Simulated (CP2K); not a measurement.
BaTiO3:

```xyz
5
Lattice="4.0060 0.0000 0.0000 0.0000 4.0060 0.0000 0.0000 0.0000 4.0060" Properties=species:S:1:pos:R:3 pbc="T T T"
Ba    2.0030    2.0030    2.0030
Ti    0.0000    0.0000    0.0000
O     0.0000    0.0000    2.0030
O     0.0000    2.0030    0.0000
O     2.0030    0.0000    0.0000
```

Program: CP2K 2026.2. Alike in all runs: no spin polarisation; cell as given; k mesh 7 × 7 × 7.

Problem. Order these runs on this cell by their pressure, lowest first.
A. level LDA; potentials or basis GTH_POTENTIALS Ba GTH-PADE-q10, Ti GTH-PADE-q12, O GTH-PADE-q6; TZVP-MOLOPT-PBE-GTH basis; smearing fermi-dirac 0.01 eV; EPS_DEFAULT 1.0E-9; NGRIDS 4; points a segment of the path (NPOINTS) 10; bands added on the path 6; CUTOFF of the grids 600 Ry
B. level r2SCAN; potentials or basis POTENTIAL_UZH Ba GTH-SCAN-q10, Ti GTH-SCAN-q12, O GTH-SCAN-q6; TZVP-MOLOPT-SCAN-GTH basis; smearing fermi-dirac 0.1 eV; EPS_DEFAULT 1.0E-9; NGRIDS 5; points a segment of the path (NPOINTS) 10; bands added on the path 2; CUTOFF of the grids 850 Ry
C. level PBEsol; potentials or basis POTENTIAL_UZH Ba GTH-PBE-q10, Ti GTH-PBE-q12, O GTH-PBE-q6; TZVP-MOLOPT-PBE-GTH basis; smearing fermi-dirac 0.05 eV; EPS_DEFAULT 1.0E-10; NGRIDS 5; CUTOFF of the grids 600 Ry

Solution. A (-8.1 GPa), C (-2.4 GPa), B (0.8 GPa).

Caveats: the basis of atomic orbitals isn't converged, which shifts pressures, moduli and gaps; the potentials were made for another functional, which shifts forces and pressure (some runs).

Not every run made on this cell is shown here.
